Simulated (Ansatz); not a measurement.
# CdS: the cost of one run

Program: Ansatz 0.2.0. Level of theory: DFT PBE, scalar-relativistic, plane waves, PAW. These are calculated values, not measurements.

1 further run of the same task is left out (set aside as unsound or not needed).

## Step 1: The system as given

The structure is hexagonal, space group P6_3mc (No. 186). Conventional cell: a = 4.135 Å, b = 4.135 Å, c = 6.749 Å, α = 90.00°, β = 90.00°, γ = 120.00°. Cd (site symmetry 3m) has 4 S at 2.51 to 2.60 Å as nearest neighbours. S (site symmetry 3m) is surrounded by 4 Cd at 2.51 to 2.60 Å.

Structure file:

```
Cd S
1.0
     4.13480    0.00000    0.00000
    -2.06740    3.58084    0.00000
     0.00000    0.00000    6.74900
Cd S
2 2
Direct
  0.33333 0.66667 0.00000
  0.66667 0.33333 0.50000
  0.33333 0.66667 0.38500
  0.66667 0.33333 0.88500
```

The structure comes from the Crystallography Open Database.

## Step 2: A change within the space group

Against the listed cell: strain xx, yy, zz, yz, xz, xy = +3.0, +3.0, +0.0, +0.0, +0.0, +0.0 %; atoms moved by 0.15 Å root mean square, at most 0.15 Å.

input.yaml reads:

```yaml
crystal:
  lattice:
    - [4.2590912675, 0.0, 0.0]
    - [-2.1295456337, 3.6884812347, 0.0]
    - [0.0, 0.0, 6.74940494]
  atoms:
    - { symbol: Cd, position: [0.3333333333, 0.6666666667, 0.0222255149] }
    - { symbol: Cd, position: [0.6666666667, 0.3333333333, 0.5222255149] }
    - { symbol: S, position: [0.3333333333, 0.6666666667, 0.3627744851] }
    - { symbol: S, position: [0.6666666667, 0.3333333333, 0.8627744851] }
basis:
  ecutwfc: 420
kpoints:
  mp_grid: { grid: [9, 9, 4] }
hamiltonian:
  xc: pbe
scf:
  occupations: { method: gaussian, width: 0.02 }
output:
  forces: true
  stress: true
  eigenvalues: true
```

On the command line:

```bash
> ansatz run input.yaml --threads 1 --pin off --max-ram 1331MiB --backend cpu --events-out ev --progress --plain --runs-dir out
```

Q: Estimate wall time and peak memory on 1 thread of an x86-64 CPU, shared host.

About 12 s, with a peak of 0.4 GiB.
